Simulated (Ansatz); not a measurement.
Here is an Ansatz 0.2.0 calculation.

The input input.yaml:

```yaml
crystal:
  lattice:
    - [0.0, 2.1657188437, 2.1657188437]
    - [2.1657188437, 0.0, 2.1657188437]
    - [2.1657188437, 2.1657188437, 0.0]
  atoms:
    - { symbol: Ti, position: [0.0, 0.0, 0.0] }
    - { symbol: C, position: [0.5, 0.5, 0.5] }
hamiltonian:
  xc: revpbe
  pseudopotentials: { kind: paw }
kpoints:
  mp_grid: { grid: [11, 11, 11] }
scf:
  occupations: { method: fermi_dirac, width: 0.05 }
output:
  forces: true
  stress: true
relax:
  f_tol: 0.01
  max_steps: 40
  cell: { stress_tol: 0.05 }
```

Potentials or basis: Ansatz PAW.

Run with:

```sh
$ ansatz run input.yaml --threads 2 --pin off --max-ram 5632MiB --backend cpu --events-out ev --progress --plain --runs-dir out
```

(1) What does it give for the space group after relaxing (to 0.05 Å)?

(2) Predict the relaxed volume.

## Answers

(1) Fm-3m (No. 225).

(2) 10.31 Å³/atom.

Caveat: the PAW data sets come from PBE, with cores solved anew for the run's functional, which leaves a small shift of forces and pressure.
